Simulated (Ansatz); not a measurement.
**CdS in Ansatz: convergence with k mesh**

Input of the first run (k mesh 2 × 2 × 2); the others differ in this setting and in those tied to it:

The input input.yaml:

```yaml
crystal:
  lattice:
    - [0.0, 2.753244, 2.753244]
    - [2.753244, 0.0, 2.753244]
    - [2.753244, 2.753244, 0.0]
  atoms:
    - { symbol: Cd, position: [0.0, 0.0, 0.0] }
    - { symbol: S, position: [0.5, 0.5, 0.5] }
kpoints:
  mp_grid: { grid: [2, 2, 2] }
scf:
  occupations: { method: fermi_dirac, width: 0.05 }
hamiltonian:
  xc: lda
  pseudopotentials: { kind: all_electron, lapw: { basis_error: 0.001 } }
output:
  forces: true
  stress: true
  eigenvalues: true
```

Potentials or basis: all-electron LAPW, scalar-relativistic.

The run is started by

```console
$ ansatz run input.yaml --threads 1 --pin off --max-ram 3072MiB --backend cpu --events-out ev --progress --plain --runs-dir out
```

Measurements of this composition are mostly on another form, of space group No. 186.

Hardware: 1 thread of Arm Neoverse V2, on a shared host.

```tsv
k mesh	energy less the tightest run, at zero smearing (meV/atom)	pressure (GPa)	gap on the mesh (eV)	SCF cycles	CPU time (s)	peak memory (GiB)
2 × 2 × 2	871.39	-0.24	0.000	10	1.4	0.23
3 × 3 × 3	155.19	-5.60	0.691	7	1.2	0.22
4 × 4 × 4	41.06	-6.50	0.000	7	1.6	0.23
5 × 5 × 5	13.30	-6.75	0.479	7	1.8	0.23
6 × 6 × 6	3.61	-6.82	0.000	7	2.4	0.24
8 × 8 × 8	0.25	-6.85	0.000	7	3.8	0.27
10 × 10 × 10	-0.06	-6.86	0.000	7	5.7	0.3
12 × 12 × 12	0.00	-6.86	0.000	7	8.3	0.34
```

Against the tightest run, the energy stays within 1 meV/atom from 8 × 8 × 8 on; the pressure stays within 0.1 GPa from 6 × 6 × 6 on; the gap on the mesh stays within 0.01 eV from 6 × 6 × 6 on. Meshes of other sizes hit other points, so gaps and Fermi surfaces needn't settle smoothly. The tightest run that finished is the yardstick and may itself not be fully converged.
